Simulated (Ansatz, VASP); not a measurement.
**Two plane-wave programs on BaZrO3**

```
Ba Zr O
1.0
     4.19134    0.00000    0.00000
     0.00000    4.19134    0.00000
     0.00000    0.00000    4.19134
Ba Zr O
1 1 3
Direct
  0.00000 0.00000 0.00000
  0.50000 0.50000 0.50000
  0.50000 0.50000 0.00000
  0.50000 0.00000 0.50000
  0.00000 0.50000 0.50000
```

Alike in both runs: functional PBEsol; k mesh 6 × 6 × 6; occupations fermi-dirac, width 0.05 eV; no spin polarisation.

|  | VASP | Ansatz |
| --- | --- | --- |
| version | VASP 6.6.1 | Ansatz 0.2.0 |
| potentials or method | VASP PAW PBE potentials, release 64 (Ba_sv, Zr_sv, O) | Ansatz PAW |
| plane-wave cutoff (eV) | 520 | 420 |
| valence electrons in the cell | 40 | 40 |
| task | single point | band structure |

```csv
,VASP,Ansatz,Ansatz less VASP
gap on the k mesh at the Fermi level (eV),3.11,3.16,+0.051
least direct gap on the mesh (eV),3.33,3.35,+0.023
pressure (GPa),-0.1,-1.2,-1.14
```

With one functional, cell and mesh, what is left measures potentials, basis and numerics.

Caveats: spin-orbit coupling is left out, which moves the levels of the heavy elements; the PAW data sets were made with another functional, which shifts forces and pressure a little (VASP); the pressure holds a Pulay correction of +0.5 GPa for the finite cutoff (Ansatz); the PAW data sets come from PBE, with cores solved anew for the run's functional, which leaves a small shift of forces and pressure (Ansatz). A k mesh can miss the band edges.
